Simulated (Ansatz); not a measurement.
# Electroresistance of Hf/SiC/HfN, part 6 of 6

Both polarities of the barrier in Hf/SiC/HfN, relaxed and compared. The lower electrode is Hf hcp(0001), the upper one HfN rock salt(111); the barrier is SiC wurtzite(0001) (whole bilayers). In the first transport cell, after relaxation, the nearest pair of electrode and barrier is Hf–C at 2.17 Å, along the normal, at the lower face and Hf–Si at 2.80 Å, along the normal, at the upper one. All share a net of side 3.2 Å, which strains the lower electrode by +0.0 %, the upper one by -0.1 % and the barrier by +3.6 %, against typed lattice constants near PBE's. The first steps treat the bulk electrodes alone.

Ansatz 0.2.0; PBE DFT, plane waves, PAW files (the session's first sound run).

So far. Step 9 (Conductance on a fine mesh, polarity Si face on the …): G = 7.5e12 S/m² (1/G = 0.133 Ω µm²), 1.4 times the step before of this kind, a change inside the error estimates. The largest error estimate is 123 %, from the leads' potential steps. In the worse lead the potential repeats within 87 meV, which the program flags as too much for a lead, so G carries that doubt. Step 10 (Electroresistance): The two conductances carry error estimates of up to 45 % and 123 %, which the ratio inherits.

## Step 11: A repeat with changed settings: basis.ecutwfc = "44.1 Ry" and accuracy = "medium"

This step: PBE DFT, plane waves, PAW files; ballistic transmission by layer matching between semi-infinite leads; changed: basis.ecutwfc = "44.1 Ry", accuracy = "medium" (Ansatz 0.2.0).

System of this step: Hf/SiC/HfN. The cell holds 34 atoms: 19 Hf, 4 C, 4 Si and 7 N. Cell: a = 3.200 Å, b = 3.200 Å, c = 70.785 Å, α = 90.0°, β = 90.0°, γ = 120.0°. Regions: left electrode, 11 atoms (11 Hf); barrier, 8 atoms (4 C and 4 Si); right electrode, 15 atoms (8 Hf and 7 N). Vacuum lies along c.

This run repeats an earlier one, its twin (the spectrum run, 8 atomic planes between the electrodes, C face on the lower electrode), with two settings changed (basis.ecutwfc, accuracy; files written aside). It is meant to test whether the cutoff is converged and how the run responds. Where the input is shown as a difference, that is against the step before, not the twin.

input.yaml reads:

```yaml
crystal:
  lattice:
    - [3.2, 0.0, 0.0]
    - [-1.6, 2.7712812921, 0.0]
    - [0.0, 0.0, 70.7851099485]
  atoms:
    - { symbol: Hf, position: [0.0, 0.0, 0.0988908544] }
    - { symbol: Hf, position: [0.33333333, 0.66666667, 0.1347640711] }
    - { symbol: Hf, position: [0.0, 0.0, 0.1706372878] }
    - { symbol: Hf, position: [0.33333333, 0.66666667, 0.2065105046] }
    - { symbol: Hf, position: [0.0, 0.0, 0.2423837213] }
    - { symbol: Hf, position: [0.33333333, 0.66666667, 0.278256938] }
    - { symbol: Hf, position: [0.0, 0.0, 0.3141301547] }
    - { symbol: Hf, position: [0.33333333, 0.66666667, 0.3500033715] }
    - { symbol: Hf, position: [0.0, 0.0, 0.3858765882] }
    - { symbol: Hf, position: [0.33333333, 0.66666667, 0.4217498049] }
    - { symbol: Hf, position: [0.0, 0.0, 0.4581743289] }
    - { symbol: C, position: [0.0, 0.0, 0.4888009884] }
    - { symbol: Si, position: [0.33333333, 0.66666667, 0.4969364601] }
    - { symbol: C, position: [0.33333333, 0.66666667, 0.5240456451] }
    - { symbol: Si, position: [0.0, 0.0, 0.5326853533] }
    - { symbol: C, position: [0.0, 0.0, 0.5595991667] }
    - { symbol: Si, position: [0.33333333, 0.66666667, 0.5683962048] }
    - { symbol: C, position: [0.33333333, 0.66666667, 0.5952913171] }
    - { symbol: Si, position: [0.0, 0.0, 0.6043500221] }
    - { symbol: Hf, position: [0.0, 0.0, 0.6438538085] }
    - { symbol: "N", position: [0.33333333, 0.66666667, 0.6589297113] }
    - { symbol: Hf, position: [0.66666667, 0.33333333, 0.6775588985] }
    - { symbol: "N", position: [0.0, 0.0, 0.6961880858] }
    - { symbol: Hf, position: [0.33333333, 0.66666667, 0.7148172731] }
    - { symbol: "N", position: [0.66666667, 0.33333333, 0.7334464603] }
    - { symbol: Hf, position: [0.0, 0.0, 0.7520756476] }
    - { symbol: "N", position: [0.33333333, 0.66666667, 0.7707048348] }
    - { symbol: Hf, position: [0.66666667, 0.33333333, 0.7893340221] }
    - { symbol: "N", position: [0.0, 0.0, 0.8079632093] }
    - { symbol: Hf, position: [0.33333333, 0.66666667, 0.8265923966] }
    - { symbol: "N", position: [0.66666667, 0.33333333, 0.8452215839] }
    - { symbol: Hf, position: [0.0, 0.0, 0.8638507711] }
    - { symbol: "N", position: [0.33333333, 0.66666667, 0.8824799584] }
    - { symbol: Hf, position: [0.66666667, 0.33333333, 0.9011091456] }
kpoints:
  mp_grid: { grid: [12, 12, 1] }
scf:
  occupations: { method: fermi_dirac, width: 0.1 }
  max_iter: 150
hamiltonian:
  xc: pbe
output:
  transmission:
    kmesh: [12, 12]
    e_range: [-3, 3]
    de: 0.1
    leads: [[4, 6], [26, 28]]
  dos: { projected: true, e_range: [-6, 5], de: 0.05 }
  write_potential: true
  write_density: true
  volumetric_format: npy
basis:
  ecutwfc: "44.1 Ry"
accuracy: medium
```

Launch:

```console
$ ansatz run input.yaml --threads 4 --pin off --max-ram 10240MiB --backend cpu --events-out ev --progress --plain --runs-dir out
```

Numbers of over 12 decimals in the logs are rounded to 6 here.

The log of the run:

```text
[...]
Crystal: 34 atoms, lattice volume = 627.729 Å³
Basis set: ecut = 600.011067 eV, 20947 PW (Γ)
Bands: 337, of which v1, the nominal top of the filled ones, is band 281 counted from 1 (280 counted from 0)
Symmetry: 6 space group operations
[...]
k-points: 19 of 144 (time reversal used)
[...]
SCF iter   1: F=—  HF=-304962.150818 eV  |F-HF|=—  |Δ(HF+E_count)|=         —  Δρ=1.10e-2  dr2=1.40e2  ethr=1.77e-3  ⟨swp⟩=6.8  Hψ=23117  notcnv=0  defer=207
[...]
SCF iter  11: F=-304961.598702 eV  HF=-304961.598702 eV  |F-HF|=1.36e-8  |Δ(HF+E_count)|=   6.52e-9  Δρ=8.43e-7  dr2=2.05e-8  ethr=1.78e-11  ⟨swp⟩=12.7  Hψ=20043  notcnv=0
SCF 1 converged in 11 iterations: F = -304961.598702 eV  dr2 = 2.05e-8
[...]
transmission: 121 of 1159 steps passed
transmission: 235 of 1159 steps passed
[...]
transmission: 1159 of 1159 steps passed
WARN: The input density's exchange-correlation potential varies sharply where the density is thin. Do not read a vacuum level from v_tot or v_xc, or from such a field of the output density. On a cell that repeats whose density bears no net charge and no dipole along the vacuum's axis use v_es (v_loc + v_h of the components); under efield.dipole_correction with no amplitude use v_es + v_field, which holds any external [...]
SCF converged after 11 iterations
the last check of whether an eigenvalue changes by more than its tolerance under the output density was not made (no_room)
Free energy (F): -304961.598702 eV
[...]
Internal energy: -304960.977110 eV  (E = F + TS)
E sigma→0 (E₀):  -304961.287906 eV
Entropy (-TS):   -0.621592 eV (-18.282 meV/atom)
Fermi energy:    15.217746 eV
[...]
--- Band table (eV; the first three rows and the last of 19) ---
  k-point 0: bands = [... 277 lower, 15.5285, 15.6099, 15.7672, 15.7704, 15.7923, 15.7923, 15.8498, 16.1643, ... 52 higher]
  k-point 1: bands = [... 277 lower, 15.4861, 15.4864, 15.5226, 15.6530, 15.8037, 15.9166, 15.9402, 15.9458, ... 52 higher]
  k-point 2: bands = [... 277 lower, 15.2622, 15.3167, 15.4258, 15.5289, 15.5763, 15.6390, 15.6669, 15.7435, ... 52 higher]
  k-point 18: bands = [... 277 lower, 15.0340, 15.0846, 15.0899, 15.1884, 15.2388, 15.2841, 15.3496, 15.3866, ... 52 higher]
--- Transmission ---
  basis      : 109 plane waves across, 61 finite elements along
  points     : 19, standing for a mesh of 12 x 12
[...]
channels       : 6.666667e-1 a spin
[...]
slowest decay  : 0.1008 /Å at (0.1667, 0.0833)
[...]
channels       : 1.375000e0 a spin
[...]
slowest decay  : 0.3094 /Å at (0.3333, 0.3333)
  junction   : crystal 0 to crystal 1, 20.27 to 53.09 Å
    transmission   : 3.901460e-3 a spin
[...]
```

Elapsed: 5.5 min, on 4 threads of Intel Xeon Platinum 8488C (Sapphire Rapids), shared host; peak memory 8.5 GiB; 21 min of CPU time.

Numbers from this step:

```
free energy                                         : -304961.5987 eV
Fermi energy                                        : 15.22 eV
transmission at the Fermi level (a spin, zone mean) : 0.003901
channels of the lower lead                          : 0.6667
channels of the upper lead                          : 1.375
potential step in the lower lead                    : 32.3 meV
potential step in the upper lead                    : 16 meV
```

One spin. The transmission, zone mean by energy, zero at the Fermi level:

| energy (eV) | transmission, zone mean |
| --- | --- |
| -3.00 | 0.00893 |
| -2.80 | 0.0417 |
| -2.60 | 0.0152 |
| -2.40 | 0.0611 |
| -2.20 | 0.0254 |
| -2.00 | 0.00123 |
| -1.80 | 0.0150 |
| -1.60 | 0.00674 |
| -1.30 | 0.00279 |
| -1.10 | 0.00717 |
| -0.90 | 0.0608 |
| -0.80 | 0.204 |
| -0.70 | 0.181 |
| -0.50 | 0.0144 |
| -0.30 | 0.00534 |
| -0.10 | 0.00735 |
| 0.00 | 0.00390 |
| 0.10 | 0.00695 |
| 0.30 | 0.00474 |
| 0.50 | 0.00785 |
| 0.70 | 0.0106 |
| 0.90 | 0.00393 |
| 1.10 | 0.00330 |
| 1.30 | 0.00654 |
| 1.60 | 0.00394 |
| 1.80 | 0.00327 |
| 2.00 | 0.00348 |
| 2.20 | 0.00879 |
| 2.40 | 0.0226 |
| 2.60 | 0.0305 |
| 2.80 | 0.0381 |
| 3.00 | 0.0628 |

One spin. Open channels, zone mean against energy, zero at the Fermi level:

| energy (eV) | lower lead | upper lead |
| --- | --- | --- |
| -3.00 | 0.854 | 0.125 |
| -2.70 | 0.75 | 0.271 |
| -2.40 | 0.708 | 0.312 |
| -2.10 | 0.562 | 0.396 |
| -1.90 | 0.576 | 0.438 |
| -1.60 | 0.576 | 0.729 |
| -1.30 | 1.02 | 0.729 |
| -1.00 | 1.48 | 0.812 |
| -0.70 | 1.17 | 1.02 |
| -0.40 | 0.417 | 1.19 |
| -0.10 | 0.528 | 1.33 |
| 0.00 | 0.667 | 1.38 |
| 0.10 | 0.75 | 1.38 |
| 0.40 | 1.10 | 1.5 |
| 0.70 | 1.47 | 1.58 |
| 1.00 | 1.53 | 1.71 |
| 1.30 | 0.896 | 1.71 |
| 1.60 | 1.18 | 1.96 |
| 1.90 | 1.20 | 1.72 |
| 2.10 | 1.03 | 2.02 |
| 2.40 | 0.993 | 2.23 |
| 2.70 | 1.09 | 2.69 |
| 3.00 | 1.09 | 2.90 |

Transmission over k1 and k2. At 0.0000 eV from the Fermi level.

Ten even steps from '_' (0.00 × 1e-2) to '@' (1.73 × 1e-2):
```
________________..%%%%..
@@______________@@%%__%%
==________________==%%%%
@@______##..##______@@..
________..____..________
________##__**__##______
__________..____..______
@@..@@______##..##______
==%%%%==________________
@@%%__%%@@______________
__..%%%%..______________
____@@==@@______@@==@@__
```
Columns: k1 (b1) from -0.5 to 0.417; rows upwards: k2 (b2) from -0.5 to 0.417.

Open channels of the lower lead over k1 and k2. At 0.0000 eV from the Fermi level.

Ten even steps from '_' (0.00) to '@' (2.00):
```
________________@@@@@@@@
@@______________@@@@@@@@
@@________________@@@@@@
@@______++++++______@@@@
________++++++++________
________++++@@++++______
__________++++++++______
@@@@@@______++++++______
@@@@@@@@________________
@@@@@@@@@@______________
__@@@@@@@@______________
____@@@@@@______@@@@@@__
```
Columns: k1 (b1) from -0.5 to 0.417; rows upwards: k2 (b2) from -0.5 to 0.417.

Open channels of the upper lead over k1 and k2. At 0.0000 eV from the Fermi level.

Ten even steps from '_' (0.00) to '@' (3.00):
```
------****--------------
--------**----------__--
****----****----****----
--******--**--******----
------****@@@@****------
----------@@@@@@--------
--------****@@@@****----
------******--**--******
**----****----****----**
----__----------**------
----------------****----
------**----------**----
```
Columns: k1 (b1) from -0.5 to 0.417; rows upwards: k2 (b2) from -0.5 to 0.417.

Projected DOS an atom over height of the atomic layer and energy from the Fermi level. Layers: Hf Hf Hf Hf Hf Hf Hf Hf Hf Hf Hf C Si C Si C Si C Si Hf N Hf N Hf N Hf N Hf N Hf N Hf N Hf; projections on atoms miss part of the total, and the computed bands can run out at the top of the range; a column is the mean of 3 neighbouring layers, the last of those left over.

Ten even steps from '0' (0.02 states/eV) to '9' (1.63 states/eV), each cell a mean:
```
333200132522
233211142423
433311263649
533211364748
533200242437
533200232327
777400121217
788600121225
999600121213
887500321218
633300121109
788502511118
776411110003
345612110114
555423100000
444434100000
344323000000
233322001000
111222123231
111111144352
000121579693
000111669882
```
Columns: height of the atomic layer (Å) from 9.54 to 63.8 (not evenly spaced); rows upwards: energy from the Fermi level (eV) from -6 to 5.05.

The transmission at the Fermi level, both spins, is 0.00780 against 0.00931 in the twin: a change of -16 %, at 1.4 times the CPU time.

## Step 12: What came out

```json
{"conductance, C face on the lower electrode": "5.5e12 S/m²", "conductance, Si face on the lower electrode": "7.5e12 S/m²"}
```

**Reading.** The two polarities differ in conductance by a factor of 1.4, which is small. The polarity here is that of growth: the two cells are two junctions, and whether a field could switch one into the other isn't tested. The distance between the electrodes differs too: it is 13.14 against 13.26 Å. The program's largest error estimate on these conductances is 123 %, from the leads' potential steps, in the run that gave 7.5e12 S/m², so that value may be off by a large factor, and what is derived from it shares the doubt. In 2 of these 2 runs a lead's potential steps by more than 25 meV, which the program flags as too much. No spin-orbit coupling, phonons, disorder or image charges enter; the interfaces are ordered, one cell wide and lattice-matched by strain. Semilocal gaps are too small, which can bring a band edge of the barrier nearer to the Fermi level than it is.

[Logs are printed without paths, hosts, clocks, repeated set-up lines and the standing remarks that a program may print on its own settings, such as how far it seeks lower states.]

[Hosts, paths, dates, database ids (printed as entryN), source tags and the programs' standing remarks are cut or masked in the printed files.]
